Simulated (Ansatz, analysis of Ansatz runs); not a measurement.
# Reproducing a measured hyperfine coupling: N2V- centre in diamond, part 2 of 2

How near does this set-up come to the measured hyperfine coupling? Subject: N2V- centre in diamond. Set-up: PBEsol, 64-site cell, PBEsol lattice, 420 eV, k: the single point 1/4 1/4 1/4 then 2x2x2 shifted 0.5 0.5 0.5. The model is a cell of 64 host atoms with 1 site emptied, N put on another atom's site and N put on another atom's site. The isotropic coupling follows from the spin density at the nucleus, the nuclear g-factor and the total spin. A local or semilocal functional is the cheapest first rung.

Ansatz 0.2.0; PBEsol, 64-site cell, PBEsol lattice, 420 eV, k: the single point 1/4 1/4 1/4 then 2x2x2 shifted 0.5 0.5 0.5.

So far: The starting structure; Relaxation, charge −1.

## Step 3: Contact spin densities

The relaxed structure is kept, and the final numbers are taken at the final level and k-points.

This step: plane-wave PAW DFT, PBEsol; single point of a defect supercell.

Input file point/input.yaml:

```yaml
crystal:
  lattice:
    - [7.10761702, 0.0, 0.0]
    - [0.0, 7.10761702, 0.0]
    - [0.0, 0.0, 7.10761702]
  atoms:
    - { symbol: C, position: [-0.000585387, -0.001129569, 0.249918026] }
    - { symbol: C, position: [-0.00059106, 0.249921413, -0.001139147] }
    - { symbol: C, position: [0.250347399, -0.00094563, -0.000954531] }
    - { symbol: "N", position: [0.24029923, 0.24015981, 0.240146081] }
    - { symbol: C, position: [0.126799109, 0.126655412, 0.36925675] }
    - { symbol: C, position: [0.126795071, 0.369260243, 0.126650418] }
    - { symbol: C, position: [0.370131804, 0.126407326, 0.126401988] }
    - { symbol: C, position: [0.000291948, 0.000710518, 0.74929214] }
    - { symbol: C, position: [0.002850606, 0.252529015, 0.497498598] }
    - { symbol: C, position: [0.251487499, 0.002653489, 0.497823733] }
    - { symbol: C, position: [0.251374993, 0.252316121, 0.747236414] }
    - { symbol: C, position: [0.125576783, 0.126023889, 0.873506438] }
    - { symbol: C, position: [0.126162343, 0.380928458, 0.624129362] }
    - { symbol: C, position: [0.377292039, 0.129405179, 0.620943012] }
    - { symbol: C, position: [0.37554497, 0.375264677, 0.87516905] }
    - { symbol: C, position: [0.002835759, 0.497508518, 0.252511109] }
    - { symbol: C, position: [0.000287551, 0.749302849, 0.00069447] }
    - { symbol: C, position: [0.251474523, 0.497831195, 0.002628998] }
    - { symbol: C, position: [0.251360169, 0.747242064, 0.252295277] }
    - { symbol: C, position: [0.126151752, 0.624157279, 0.380905071] }
    - { symbol: C, position: [0.125570875, 0.87351285, 0.126015149] }
    - { symbol: C, position: [0.377289052, 0.620946998, 0.129392825] }
    - { symbol: C, position: [0.375545888, 0.875192036, 0.375244479] }
    - { symbol: C, position: [-0.000999626, 0.500016957, 0.751343007] }
    - { symbol: C, position: [-0.000991733, 0.751354937, 0.500011618] }
    - { symbol: "N", position: [0.239205604, 0.510911511, 0.510883511] }
    - { symbol: C, position: [0.250352856, 0.751407505, 0.75138367] }
    - { symbol: C, position: [0.125561907, 0.624395976, 0.877000887] }
    - { symbol: C, position: [0.125558696, 0.877019511, 0.624385253] }
    - { symbol: C, position: [0.370128037, 0.624389044, 0.624353951] }
    - { symbol: C, position: [0.375222056, 0.875432912, 0.875413041] }
    - { symbol: C, position: [0.498631392, 0.001786991, 0.25102288] }
[... 23 lines left out ...]
    - { symbol: C, position: [0.498394202, 0.498751646, 0.747878791] }
    - { symbol: C, position: [0.498386124, 0.747896176, 0.498721423] }
    - { symbol: C, position: [0.749672569, 0.499956749, 0.499939001] }
    - { symbol: C, position: [0.749264661, 0.749812518, 0.749804653] }
    - { symbol: C, position: [0.624336249, 0.624823042, 0.874622986] }
    - { symbol: C, position: [0.624349014, 0.87462425, 0.624816851] }
    - { symbol: C, position: [0.874572706, 0.625414391, 0.625408458] }
    - { symbol: C, position: [0.875054028, 0.875162248, 0.875163647] }
total_charge: -1
basis:
  ecutwfc: 420
  xc_grid: 2
hamiltonian:
  xc: pbesol
kpoints:
  mp_grid: { grid: [2, 2, 2], shift: [0.5, 0.5, 0.5] }
magnetization:
  spin_polarized: true
  initial_magnetization: 1
  spin_locking: { lock_magnetization: hard }
scf:
  occupations: { method: fermi_dirac, width: 0.01 }
  max_iter: 120
output:
  forces: true
  efg: {}
  eigenvalues: true
checkpoint:
  read: "../relax.run"
```

Run with:

```bash
$ ansatz run input.yaml --threads 2 --pin off --max-ram 3768MiB --backend cpu --events-out ev --progress --plain --runs-dir out
```

Numbers of over 12 decimals in the logs are rounded to 6 here.

The program printed:

```text
[...]
Crystal: 63 atoms, lattice volume = 359.064 Å³
Basis set: ecut = 420 eV, 7075 PW (Γ), exchange–correlation on 96×96×96 points (8 copies of the dense FFT grid, shifted against one another)
Bands: 191, of which v1, the nominal top of the filled ones, is band 128 counted from 1 (127 counted from 0)
Symmetry: 1 space group operations
[...]
k-points: 4 of 8 (time reversal used)
[...]
Starting moments: Σ|m| = 1 μB on 63 of 63 sites; this step starts from the density that it was given
[...]
iter 1 solved again at ethr=7.52e-6 eV; its pass at ethr=3.10e-3 eV (dr2=1.92e-2 eV) is discarded
[...]
SCF iter   6: F=-15783.633872 eV  HF=-15783.633872 eV  |F-HF|=5.66e-9  |Δ(HF+E_count)|=   4.67e-8  Δρ=1.72e-6 (↑1.61e-6 ↓1.72e-6)  dr2=2.98e-8  dr2_m=6.84e-10  M=1.000 μB ∫|m|=1.119 μB  ethr=3.92e-11  ⟨swp⟩=7.8  Hψ=5347  notcnv=0
[...]
atom  13  C  V_zz =    +1.610166   η = 0.1039   by run symmetry: allowed
[...]
atom  16  C  V_zz =    -0.391614   η = 0.3328   by run symmetry: allowed
[...]
atom  20  C  V_zz =    +1.610547   η = 0.1045   by run symmetry: allowed
[...]
atom  26  N  V_zz =   -13.828425   η = 0.0028   by run symmetry: allowed
[...]
atom  41  C  V_zz =    -3.190101   η = 0.0836   by run symmetry: allowed
[...]
atom  48  C  V_zz =    -3.189623   η = 0.0834   by run symmetry: allowed
[...]
--- Band table (eV; the first three rows and the last of 8) ---
[...]
[... further k-points left out ...]
[key lines of the parts left out:]
SCF converged after 6 iterations
Magnetization: 1.0000 μB (128.0000 up, 127.0000 down)
Free energy (F): -15783.633872 eV
Fermi energy:    15.626736 (↑ 16.613853, ↓ 15.309950) eV
```

Wall time 24 s (2 threads of Intel Xeon 6975P-C (Granite Rapids), shared host); peak memory 1.2 GiB; 48 s of CPU time.

Reading the cycles: dr2 is the Hartree energy of the density residual (eV), the measure of convergence; HF is the Harris–Foulkes estimate of the energy, which meets the free energy F at convergence.

Numbers from this step:

| Quantity | Value |
| --- | --- |
| free energy | -15783.6339 eV |
| total moment | 1 μB |
| integral of the absolute spin density | 1.119 μB |
| spin contamination | 0.003824 |

The largest moments in the atoms' spheres: C48 0.18, C41 0.18, C49 0.02, C40 0.02, C50 0.01, C42 0.01 μB.

Isotropic hyperfine couplings from the contact spin densities (Fermi contact term with core polarisation, no dipolar part), the largest:

```tsv
atom	isotope	distance from the centre (Å)	contact spin density (e/Å³)	A (MHz)
C41	13C	1.62	1.07	178.5
C48	13C	1.62	1.07	178.5
C49	13C	3.87	0.156	25.9
C40	13C	3.87	0.156	25.9
C50	13C	3.88	0.112	18.7
C51	13C	3.88	0.112	18.7
C43	13C	3.88	0.112	18.7
C42	13C	3.88	0.112	18.7
C31	13C	5.02	0.0680	11.3
C37	13C	2.50	-0.0650	-10.8
```

## Step 4: Outcome

```yaml
15n_isotropic: 3.1 MHz
13c_the_two_neighbours_of_the_vacancy_isotropic: 178.5 MHz
integral_of_the_absolute_spin_density: 1.12 μB
time_of_the_whole_chain: 51 s on 2 threads
```

15N, isotropic: computed 3.1 MHz, measured 4.02 MHz; 0.9 MHz (23 %) below the measurement. 13C, the two neighbours of the vacancy, isotropic: computed 178.5 MHz, measured 240.7 MHz; 62.2 MHz (26 %) below the measurement. Only the isotropic (Fermi contact) part is computed, with core polarisation; no vibrational averaging. Limits: the periodic copies of the defect are only 7.1 Å apart.

[Logs are printed without paths, hosts, clocks, repeated set-up lines and the standing remarks that a program may print on its own settings, such as how far it seeks lower states.]

[Hosts, paths, dates, database ids (printed as entryN), source tags and the programs' standing remarks are cut or masked in the printed files.]

[For some hosts the program warned that the k-mesh of the response run may be too coarse for force constants and the static dielectric constant; such warnings are not shown here.]
